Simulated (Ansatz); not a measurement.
# How the conductance of Cu/BN/Ni changes with thickness, part 5 of 8

Aim: the conductance of Cu/BN/Ni junctions as the barrier thickens. The lower electrode is Cu fcc(111), the upper one Ni fcc(111); the barrier is BN zinc blende(111) (whole bilayers). In the first transport cell, after relaxation, the nearest pair of electrode and barrier is Cu–N at 1.99 Å, along the normal, at the lower face and Ni–B at 2.40 Å, at a slant, at the upper one. All share a net of side 2.567 Å, which strains the lower electrode by +0.0 %, the upper one by +3.1 % and the barrier by +0.0 %, against typed lattice constants near PBE's. The first steps treat the bulk electrodes alone.

Ansatz 0.2.0; PBE DFT, plane waves, PAW files (the session's first sound run).

So far, conductance g0 of the junction (G₀): step 6 (conductance, atomic planes in the barrier 4, gap between …) 0.162.

## (7) Conductance on a fine mesh, atomic planes in the barrier 6, gap between the electrodes 8.58 Å

Level of this step: PBE DFT, plane waves, PAW files; ballistic transmission by layer matching between semi-infinite leads (Ansatz).

System of this step: Cu/BN/Ni. The cell holds 24 atoms: 8 Cu, 3 N, 3 B and 10 Ni. Its edges and angles: a = 2.567 Å, b = 2.567 Å, c = 55.188 Å, α = 90.0°, β = 90.0°, γ = 120.0°. Regions: left electrode, 8 atoms (8 Cu); barrier, 6 atoms (3 N and 3 B); right electrode, 10 atoms (10 Ni). Vacuum lies along c.

Barrier layers are added or taken out in the middle, and the relaxed faces stay.

Contents of input.yaml:

```yaml
crystal:
  lattice:
    - [2.567, 0.0, 0.0]
    - [-1.2835, 2.2230872115, 0.0]
    - [0.0, 0.0, 55.1877799573]
  atoms:
    - { symbol: Cu, position: [0.66666667, 0.33333333, 0.1268396737] }
    - { symbol: Cu, position: [0.0, 0.0, 0.1647942306] }
    - { symbol: Cu, position: [0.33333333, 0.66666667, 0.2027487875] }
    - { symbol: Cu, position: [0.66666667, 0.33333333, 0.2407033445] }
    - { symbol: Cu, position: [0.0, 0.0, 0.2786579014] }
    - { symbol: Cu, position: [0.33333333, 0.66666667, 0.3166124583] }
    - { symbol: Cu, position: [0.66666667, 0.33333333, 0.3545670153] }
    - { symbol: Cu, position: [0.0, 0.0, 0.3920203516] }
    - { symbol: "N", position: [0.0, 0.0, 0.4281572781] }
    - { symbol: B, position: [0.33333333, 0.66666667, 0.4361096199] }
    - { symbol: "N", position: [0.33333333, 0.66666667, 0.4659924009] }
    - { symbol: B, position: [0.66666667, 0.33333333, 0.4747167854] }
    - { symbol: "N", position: [0.66666667, 0.33333333, 0.5042064032] }
    - { symbol: B, position: [0.0, 0.0, 0.5133365524] }
    - { symbol: Ni, position: [0.33333333, 0.66666667, 0.5475541752], spin: 0.7 }
    - { symbol: Ni, position: [0.66666667, 0.33333333, 0.5838599904], spin: 0.7 }
    - { symbol: Ni, position: [0.0, 0.0, 0.6200225324], spin: 0.7 }
    - { symbol: Ni, position: [0.33333333, 0.66666667, 0.6561850744], spin: 0.7 }
    - { symbol: Ni, position: [0.66666667, 0.33333333, 0.6923476164], spin: 0.7 }
    - { symbol: Ni, position: [0.0, 0.0, 0.7285101584], spin: 0.7 }
    - { symbol: Ni, position: [0.33333333, 0.66666667, 0.7646727004], spin: 0.7 }
    - { symbol: Ni, position: [0.66666667, 0.33333333, 0.8008352424], spin: 0.7 }
    - { symbol: Ni, position: [0.0, 0.0, 0.8369977843], spin: 0.7 }
    - { symbol: Ni, position: [0.33333333, 0.66666667, 0.8731603263], spin: 0.7 }
magnetization:
  spin_polarized: true
kpoints:
  mp_grid: { grid: [12, 12, 1] }
scf:
  occupations: { method: fermi_dirac, width: 0.1 }
  max_iter: 150
hamiltonian:
  xc: pbe
output:
  transmission:
    kmesh: [36, 36]
    e_range: [-0.26, 0.27]
    de: 0.0375
    leads: [[3, 4], [19, 20]]
```

Launch:

```sh
> ansatz run input.yaml --threads 4 --pin off --max-ram 12288MiB --backend cpu --events-out ev --progress --plain --runs-dir out
```

Numbers of over 12 decimals in the logs are rounded to 6 here.

The program printed:

```text
[...]
Crystal: 24 atoms, lattice volume = 314.938 Å³
Basis set: ecut = 420 eV, 6299 PW (Γ)
Bands: 218, of which v1, the nominal top of the filled ones, is band 178 counted from 1 (177 counted from 0)
Symmetry: 6 space group operations
[...]
k-points: 19 of 144 (time reversal used)
[...]
Starting moments: Σ|m| = 7 μB on 10 of 24 sites
[...]
SCF iter   1: F=—  HF=-113021.662337 eV  |F-HF|=—  |Δ(HF+E_count)|=         —  Δρ=1.81e-1 (↑1.63e-1 ↓1.81e-1)  dr2=9.08e3  dr2_m=6.07e0  M=1.226 μB ∫|m|=1.446 μB  β_m=0.30  ethr=3.10e-3  ⟨swp⟩=6.2  Hψ=31346  notcnv=0  defer=228
[...]
SCF iter  22: F=-113022.163418 eV  HF=-113022.163418 eV  |F-HF|=2.79e-8  |Δ(HF+E_count)|=  5.82e-10  Δρ=6.95e-7 (↑3.65e-7 ↓6.95e-7)  dr2=2.82e-8  dr2_m=1.74e-10  M=6.101 μB ∫|m|=7.031 μB  ethr=2.81e-11  ⟨swp⟩=12.3  Hψ=33833  notcnv=0
SCF 1 converged in 22 iterations: F = -113022.163418 eV  dr2 = 2.82e-8
[...]
transmission: 972 of 9652 steps passed
transmission: 1938 of 9652 steps passed
[...]
transmission: 9652 of 9652 steps passed
SCF converged after 22 iterations
Magnetization: 6.1006 μB (181.0503 up, 174.9497 down)
Absolute magnetization: 7.0384 μB (∫|ρ↑−ρ↓|, with the PAW one-centre terms)
[...]
Per-site moments (μB) at R_I (Å): [(-6.124722033083154e-6, 1.058443), (-2.16110147509699e-6, 1.058443), (1.120045737971055e-6, 1.058443), (3.1487036414745566e-6, 1.058443), (2.411747289307034e-6, 1.058443), (1.6492209518734197e-5, 1.058443), (6.984284415092485e-5, 1.049150), (0.000191305, 0.822656), (0.000127183, 0.637590), (-6.76767595986537e-5, 0.637590), (-0.000197343, 0.642801), (-0.000681565, 0.642801), (-0.00130997, 0.645715), (-0.00633013, 0.645715), (0.237272, 0.990217), (0.646336, 1.025412), (0.695552, 1.025412), (0.690149, 1.025412), (0.687849, 1.025412), (0.687799, 1.025412), (0.687482, 1.025412), (0.691066, 1.025412), (0.738705, 1.025412), (0.747261, 1.025412)]
Free energy (F): -113022.163418 eV
[...]
Internal energy: -113021.500594 eV  (E = F + TS)
E sigma→0 (E₀):  -113021.832006 eV
Entropy (-TS):   -0.662823 eV (-27.618 meV/atom)
Fermi energy:    11.497473 eV
[...]
--- Band table (eV; the first three rows and the last of 38) ---
  k-point 0 ↑: bands = [... 174 lower, 10.2573, 10.3365, 10.3365, 10.4549, 10.4549, 10.6040, 10.6040, 10.7550, ... 36 higher]
  k-point 1 ↑: bands = [... 174 lower, 10.3183, 10.3485, 10.3669, 10.3878, 10.4600, 10.4713, 10.6064, 10.6116, ... 36 higher]
  k-point 2 ↑: bands = [... 174 lower, 10.2707, 10.3684, 10.3786, 10.4419, 10.5178, 10.5351, 10.6402, 10.7492, ... 36 higher]
  k-point 18 ↓: bands = [... 174 lower, 13.5122, 14.7657, 14.7666, 14.7948, 14.9231, 14.9253, 15.1523, 15.2585, ... 36 higher]
--- Transmission ---
  basis      : 55 plane waves across, 38 finite elements along
  points     : 127, standing for a mesh of 36 x 36
[...]
filled         : 29.1 meV under the level at which it is neutral
    channels       : 7.939815e-1 up, 7.939815e-1 down
[...]
slowest decay  : 0.0758 /Å at (0.0833, 0.0000)
[...]
filled         : 16.2 meV under the level at which it is neutral
    channels       : 6.697531e-1 up, 1.821759e0 down
[...]
slowest decay  : 0.0697 /Å at (0.2500, 0.1944)
  junction   : crystal 0 to crystal 1, 13.63 to 37.90 Å
    transmission   : 5.760593e-2 up, 6.141268e-2 down
[...]
resistance     : 1.1420e-2 Ω µm² beyond half of each lead's own
```

Wall time 7.8 min (4 threads of Arm Neoverse V1, shared host); peak memory 2.8 GiB.

Numbers from this step:

| Quantity | Value |
| --- | --- |
| free energy | -113022.1634 eV |
| magnetization | 6.101 μB |
| absolute magnetization | 7.038 μB |
| transmission at the Fermi level, spin up | 0.05761 |
| transmission at the Fermi level, spin down | 0.06141 |
| potential step in the lower lead | 25 meV |
| junction conductance | 8.16e13 S/m² |
| error estimates by source, in the log's order | 0.8, 2.1, 4.8, 8.7, 4.4 % |
| resistance-area product beyond the leads | 0.01142 Ω um² |

Each spin. Table of transmission, zone mean by energy, zero at the Fermi level:

| energy (eV) | transmission, up | transmission, down |
| --- | --- | --- |
| -0.260 | 0.0812 | 0.106 |
| -0.223 | 0.0766 | 0.0926 |
| -0.185 | 0.0729 | 0.0854 |
| -0.147 | 0.0693 | 0.0831 |
| -0.110 | 0.0680 | 0.0738 |
| -0.072 | 0.0650 | 0.0692 |
| -0.035 | 0.0611 | 0.0654 |
| 0.003 | 0.0576 | 0.0614 |
| 0.040 | 0.0545 | 0.0601 |
| 0.077 | 0.0515 | 0.0537 |
| 0.115 | 0.0488 | 0.0497 |
| 0.152 | 0.0474 | 0.0461 |
| 0.190 | 0.0455 | 0.0430 |
| 0.228 | 0.0430 | 0.0397 |
| 0.265 | 0.0408 | 0.0371 |

Each spin. Open channels, zone mean against energy, zero at the Fermi level:

| energy (eV) | lower lead, up | upper lead, up | lower lead, down | upper lead, down |
| --- | --- | --- | --- | --- |
| -0.260 | 0.780 | 0.596 | 0.780 | 1.53 |
| -0.223 | 0.780 | 0.628 | 0.780 | 1.48 |
| -0.185 | 0.780 | 0.633 | 0.780 | 1.53 |
| -0.147 | 0.780 | 0.633 | 0.780 | 1.61 |
| -0.110 | 0.785 | 0.642 | 0.785 | 1.62 |
| -0.072 | 0.785 | 0.642 | 0.785 | 1.73 |
| -0.035 | 0.785 | 0.660 | 0.785 | 1.74 |
| 0.003 | 0.794 | 0.670 | 0.794 | 1.82 |
| 0.040 | 0.794 | 0.679 | 0.794 | 1.93 |
| 0.077 | 0.803 | 0.693 | 0.803 | 2.02 |
| 0.115 | 0.831 | 0.698 | 0.831 | 2.08 |
| 0.152 | 0.822 | 0.698 | 0.822 | 1.98 |
| 0.190 | 0.822 | 0.707 | 0.822 | 1.85 |
| 0.228 | 0.822 | 0.715 | 0.822 | 1.58 |
| 0.265 | 0.822 | 0.725 | 0.822 | 1.38 |

Transmission over k1 and k2. At 0.0025 eV from the Fermi level, spin up.

Values, 12 rows by 16 columns, each cell a mean:
```
0.079 0.047 0.022 0.013 0.007 0.008 0.019 0.052 0.084 0.004 0.000 0.000 0.000 0.000 0.000 0.000
0.004 0.034 0.031 0.025 0.019 0.019 0.023 0.028 0.033 0.025 0.001 0.000 0.000 0.000 0.000 0.000
0.000 0.020 0.023 0.035 0.064 0.094 0.097 0.069 0.040 0.027 0.016 0.001 0.000 0.000 0.000 0.000
0.000 0.011 0.019 0.063 0.142 0.221 0.266 0.244 0.171 0.094 0.035 0.012 0.004 0.000 0.000 0.000
0.002 0.027 0.023 0.068 0.188 0.304 0.265 0.180 0.255 0.268 0.147 0.049 0.023 0.018 0.003 0.000
0.098 0.038 0.029 0.040 0.135 0.281 0.178 0.000 0.006 0.174 0.278 0.136 0.041 0.029 0.036 0.077
0.039 0.033 0.033 0.027 0.061 0.178 0.293 0.142 0.000 0.047 0.301 0.228 0.086 0.030 0.033 0.047
0.000 0.000 0.001 0.015 0.020 0.061 0.160 0.264 0.292 0.295 0.312 0.235 0.114 0.036 0.021 0.006
0.000 0.000 0.000 0.000 0.003 0.015 0.037 0.083 0.149 0.201 0.199 0.144 0.077 0.032 0.015 0.002
0.000 0.000 0.000 0.000 0.000 0.003 0.024 0.028 0.035 0.051 0.062 0.053 0.034 0.026 0.031 0.006
0.000 0.000 0.000 0.000 0.000 0.000 0.004 0.034 0.034 0.030 0.021 0.014 0.023 0.034 0.036 0.025
0.056 0.001 0.000 0.000 0.000 0.000 0.000 0.056 0.103 0.015 0.001 0.000 0.000 0.004 0.016 0.097
```
Columns: k1 (b1) from -0.5 to 0.472; rows upwards: k2 (b2) from -0.5 to 0.472.

Transmission over k1 and k2. At 0.0025 eV from the Fermi level, spin dn.

Ten even steps from '0' (0.000) to '9' (0.447), each cell a mean:
```
000000000000000000000000000000000000
000000000000000000000000000000000000
000000000000000000000000000000000000
000000000000000000000000000000000000
000000000111222111000000000000000000
000000001123344432211000000000000000
000000011234567776543210000000000000
000000012346789999876432100000000000
000000012357898434589864210000000000
000000001246896000015986421000000000
100000000135798000000398642100000000
000000000113579820000079864210000000
000000000011357986111179975310000000
000000000000124678988999865321000000
000000000000011245678887654321000000
000000000000000112344555433211000000
000000000000000000112222221100000000
000000000000000000000011110000000000
000000000000000000000000000000000000
000000000000000000000000000000000000
000000000000000000000000000000000000
100000000000000000100000000000000000
```
Columns: k1 (b1) from -0.5 to 0.472; rows upwards: k2 (b2) from -0.5 to 0.472.

G = 8.2e13 S/m² (1/G = 0.0123 Ω µm²), 0.37 times the step before of this kind. The largest error estimate is 8.7 %, from the leads' potential steps. In the worse lead the potential repeats within 25 meV, which the program lets pass, though it still puts 8.7 % of error on the junction's conductance through them.

## (8) Conductance, 26 atoms

System of this step: Cu/BN/Ni. The cell holds 26 atoms: 8 Cu, 4 N, 4 B and 10 Ni. Its edges and angles: a = 2.567 Å, b = 2.567 Å, c = 57.295 Å, α = 90.0°, β = 90.0°, γ = 120.0°. Regions: left electrode, 8 atoms (8 Cu); barrier, 8 atoms (4 N and 4 B); right electrode, 10 atoms (10 Ni). Vacuum lies along c.

Barrier layers are added or taken out in the middle, and the relaxed faces stay.

Contents of input.yaml:

```yaml
crystal:
  lattice:
    - [2.567, 0.0, 0.0]
    - [-1.2835, 2.2230872115, 0.0]
    - [0.0, 0.0, 57.2952976285]
  atoms:
    - { symbol: Cu, position: [0.66666667, 0.33333333, 0.1221740752] }
    - { symbol: Cu, position: [0.0, 0.0, 0.1587325333] }
    - { symbol: Cu, position: [0.33333333, 0.66666667, 0.1952909913] }
    - { symbol: Cu, position: [0.66666667, 0.33333333, 0.2318494494] }
    - { symbol: Cu, position: [0.0, 0.0, 0.2684079075] }
    - { symbol: Cu, position: [0.33333333, 0.66666667, 0.3049663656] }
    - { symbol: Cu, position: [0.66666667, 0.33333333, 0.3415248236] }
    - { symbol: Cu, position: [0.0, 0.0, 0.3776004977] }
    - { symbol: "N", position: [0.0, 0.0, 0.4124081841] }
    - { symbol: B, position: [0.33333333, 0.66666667, 0.4200680114] }
    - { symbol: "N", position: [0.33333333, 0.66666667, 0.4488516012] }
    - { symbol: B, position: [0.66666667, 0.33333333, 0.457255073] }
    - { symbol: "N", position: [0.66666667, 0.33333333, 0.4855905934] }
    - { symbol: B, position: [0.0, 0.0, 0.4940385047] }
    - { symbol: "N", position: [0.0, 0.0, 0.5224433931] }
    - { symbol: B, position: [0.33333333, 0.66666667, 0.5312377041] }
    - { symbol: Ni, position: [0.66666667, 0.33333333, 0.5641966854], spin: 0.7 }
    - { symbol: Ni, position: [0.0, 0.0, 0.599167048], spin: 0.7 }
    - { symbol: Ni, position: [0.33333333, 0.66666667, 0.6339994076], spin: 0.7 }
    - { symbol: Ni, position: [0.66666667, 0.33333333, 0.6688317672], spin: 0.7 }
    - { symbol: Ni, position: [0.0, 0.0, 0.7036641268], spin: 0.7 }
    - { symbol: Ni, position: [0.33333333, 0.66666667, 0.7384964864], spin: 0.7 }
    - { symbol: Ni, position: [0.66666667, 0.33333333, 0.773328846], spin: 0.7 }
    - { symbol: Ni, position: [0.0, 0.0, 0.8081612056], spin: 0.7 }
    - { symbol: Ni, position: [0.33333333, 0.66666667, 0.8429935652], spin: 0.7 }
    - { symbol: Ni, position: [0.66666667, 0.33333333, 0.8778259248], spin: 0.7 }
magnetization:
  spin_polarized: true
kpoints:
  mp_grid: { grid: [12, 12, 1] }
scf:
  occupations: { method: fermi_dirac, width: 0.1 }
  max_iter: 150
hamiltonian:
  xc: pbe
output:
  transmission:
    kmesh: [36, 36]
    e_range: [-0.26, 0.27]
    de: 0.0375
    leads: [[3, 4], [21, 22]]
```

The program printed:

```text
[...]
Crystal: 26 atoms, lattice volume = 326.965 Å³
Basis set: ecut = 420 eV, 6557 PW (Γ)
Bands: 223, of which v1, the nominal top of the filled ones, is band 182 counted from 1 (181 counted from 0)
Symmetry: 6 space group operations
[...]
k-points: 19 of 144 (time reversal used)
[...]
Starting moments: Σ|m| = 7 μB on 10 of 26 sites
[...]
slowest decay  : 0.0754 /Å at (0.0833, 0.0000)
[...]
filled         : 16.1 meV under the level at which it is neutral
    channels       : 6.697531e-1 up, 1.821759e0 down
[...]
slowest decay  : 0.0700 /Å at (0.2500, 0.1944)
  junction   : crystal 0 to crystal 1, 13.63 to 40.01 Å
    transmission   : 2.055855e-2 up, 2.363403e-2 down
[...]
resistance     : 3.2242e-2 Ω µm² beyond half of each lead's own
[key lines of the parts left out:]
SCF converged after 25 iterations
Magnetization: 6.0885 μB (185.0443 up, 178.9557 down)
Free energy (F): -113564.377112 eV
Fermi energy:    11.505187 eV
```

Run time: 8.9 min. Hardware: 4 threads; peak memory 2.9 GiB.

Each spin. The transmission, zone mean by energy, zero at the Fermi level:

| energy (eV) | transmission, up | transmission, down |
| --- | --- | --- |
| -0.260 | 0.0372 | 0.0485 |
| -0.223 | 0.0341 | 0.0419 |
| -0.185 | 0.0314 | 0.0387 |
| -0.147 | 0.0287 | 0.0357 |
| -0.110 | 0.0264 | 0.0310 |
| -0.072 | 0.0244 | 0.0284 |
| -0.035 | 0.0224 | 0.0260 |
| 0.003 | 0.0206 | 0.0236 |
| 0.040 | 0.0188 | 0.0213 |
| 0.077 | 0.0170 | 0.0186 |
| 0.115 | 0.0154 | 0.0164 |
| 0.152 | 0.0142 | 0.0147 |
| 0.190 | 0.0132 | 0.0133 |
| 0.228 | 0.0122 | 0.0119 |
| 0.265 | 0.0112 | 0.0107 |

G = 3.0e13 S/m² (1/G = 0.0331 Ω µm²), 0.37 times the step before of this kind. The largest error estimate is 8.8 %, from the leads' potential steps. In the worse lead the potential repeats within 25.4 meV, which the program flags as too much for a lead, so G carries that doubt.

## (9) Conductance on a fine mesh, atomic planes in the barrier 10, gap between the electrodes 12.8 Å

System of this step: Cu/BN/Ni. The cell holds 28 atoms: 8 Cu, 5 N, 5 B and 10 Ni. Cell: a = 2.567 Å, b = 2.567 Å, c = 59.403 Å, α = 90.0°, β = 90.0°, γ = 120.0°. Regions: left electrode, 8 atoms (8 Cu); barrier, 10 atoms (5 N and 5 B); right electrode, 10 atoms (10 Ni). Vacuum lies along c.

Barrier layers are added or taken out in the middle, and the relaxed faces stay.

Contents of input.yaml:

```yaml
crystal:
  lattice:
    - [2.567, 0.0, 0.0]
    - [-1.2835, 2.2230872115, 0.0]
    - [0.0, 0.0, 59.4028152998]
  atoms:
    - { symbol: Cu, position: [0.66666667, 0.33333333, 0.1178395328] }
    - { symbol: Cu, position: [0.0, 0.0, 0.1531009547] }
    - { symbol: Cu, position: [0.33333333, 0.66666667, 0.1883623767] }
    - { symbol: Cu, position: [0.66666667, 0.33333333, 0.2236237987] }
    - { symbol: Cu, position: [0.0, 0.0, 0.2588852206] }
    - { symbol: Cu, position: [0.33333333, 0.66666667, 0.2941466426] }
    - { symbol: Cu, position: [0.66666667, 0.33333333, 0.3294080646] }
    - { symbol: Cu, position: [0.0, 0.0, 0.364203831] }
    - { symbol: "N", position: [0.0, 0.0, 0.3977765958] }
    - { symbol: B, position: [0.33333333, 0.66666667, 0.4051646646] }
    - { symbol: "N", position: [0.33333333, 0.66666667, 0.4329270583] }
    - { symbol: B, position: [0.66666667, 0.33333333, 0.4410323882] }
    - { symbol: "N", position: [0.66666667, 0.33333333, 0.4683626093] }
    - { symbol: B, position: [0.0, 0.0, 0.4765108022] }
    - { symbol: "N", position: [0.0, 0.0, 0.5038410233] }
    - { symbol: B, position: [0.33333333, 0.66666667, 0.5119892161] }
    - { symbol: "N", position: [0.33333333, 0.66666667, 0.5393863441] }
    - { symbol: B, position: [0.66666667, 0.33333333, 0.5478686469] }
    - { symbol: Ni, position: [0.0, 0.0, 0.5796582957], spin: 0.7 }
    - { symbol: Ni, position: [0.33333333, 0.66666667, 0.6133879654], spin: 0.7 }
    - { symbol: Ni, position: [0.66666667, 0.33333333, 0.6469845282], spin: 0.7 }
    - { symbol: Ni, position: [0.0, 0.0, 0.6805810909], spin: 0.7 }
    - { symbol: Ni, position: [0.33333333, 0.66666667, 0.7141776536], spin: 0.7 }
    - { symbol: Ni, position: [0.66666667, 0.33333333, 0.7477742163], spin: 0.7 }
    - { symbol: Ni, position: [0.0, 0.0, 0.7813707791], spin: 0.7 }
    - { symbol: Ni, position: [0.33333333, 0.66666667, 0.8149673418], spin: 0.7 }
    - { symbol: Ni, position: [0.66666667, 0.33333333, 0.8485639045], spin: 0.7 }
    - { symbol: Ni, position: [0.0, 0.0, 0.8821604672], spin: 0.7 }
magnetization:
  spin_polarized: true
kpoints:
  mp_grid: { grid: [12, 12, 1] }
scf:
  occupations: { method: fermi_dirac, width: 0.1 }
  max_iter: 150
hamiltonian:
  xc: pbe
output:
  transmission:
    kmesh: [36, 36]
    e_range: [-0.26, 0.27]
    de: 0.0375
    leads: [[3, 4], [23, 24]]
```

The program printed:

```text
[...]
Crystal: 28 atoms, lattice volume = 338.992 Å³
Basis set: ecut = 420 eV, 6757 PW (Γ)
Bands: 228, of which v1, the nominal top of the filled ones, is band 186 counted from 1 (185 counted from 0)
Symmetry: 6 space group operations
[...]
k-points: 19 of 144 (time reversal used)
[...]
Starting moments: Σ|m| = 7 μB on 10 of 28 sites
[...]
slowest decay  : 0.0753 /Å at (0.0833, 0.0000)
[...]
filled         : 16.1 meV under the level at which it is neutral
    channels       : 6.697531e-1 up, 1.821759e0 down
[...]
slowest decay  : 0.0699 /Å at (0.2500, 0.1944)
  junction   : crystal 0 to crystal 1, 13.63 to 42.12 Å
    transmission   : 7.486684e-3 up, 8.985863e-3 down
[...]
resistance     : 8.7089e-2 Ω µm² beyond half of each lead's own
[key lines of the parts left out:]
SCF converged after 24 iterations
Magnetization: 6.0827 μB (189.0414 up, 182.9586 down)
Free energy (F): -114106.613008 eV
Fermi energy:    11.516857 eV
```

Elapsed: 9.5 min, on 4 threads; peak memory 3.1 GiB; 36 min of CPU time.

Each spin. Table of transmission, zone mean by energy, zero at the Fermi level:

| energy (eV) | transmission, up | transmission, down |
| --- | --- | --- |
| -0.260 | 0.0177 | 0.0246 |
| -0.223 | 0.0157 | 0.0210 |
| -0.185 | 0.0139 | 0.0186 |
| -0.147 | 0.0122 | 0.0162 |
| -0.110 | 0.0107 | 0.0135 |
| -0.072 | 0.00950 | 0.0118 |
| -0.035 | 0.00845 | 0.0104 |
| 0.003 | 0.00749 | 0.00899 |
| 0.040 | 0.00657 | 0.00773 |
| 0.077 | 0.00568 | 0.00644 |
| 0.115 | 0.00491 | 0.00541 |
| 0.152 | 0.00437 | 0.00468 |
| 0.190 | 0.00395 | 0.00411 |
| 0.228 | 0.00355 | 0.00358 |
| 0.265 | 0.00317 | 0.00314 |

G = 1.1e13 S/m² (1/G = 0.0879 Ω µm²), 0.38 times the step before of this kind. The largest error estimate is 11 %, from the leads' potential steps. In the worse lead the potential repeats within 25.7 meV, which the program flags as too much for a lead, so G carries that doubt.

[end of part 5 of 8]

[Logs are printed without paths, hosts, clocks, repeated set-up lines and the standing remarks that a program may print on its own settings, such as how far it seeks lower states.]

[Hosts, paths, dates, database ids (printed as entryN), source tags and the programs' standing remarks are cut or masked in the printed files.]
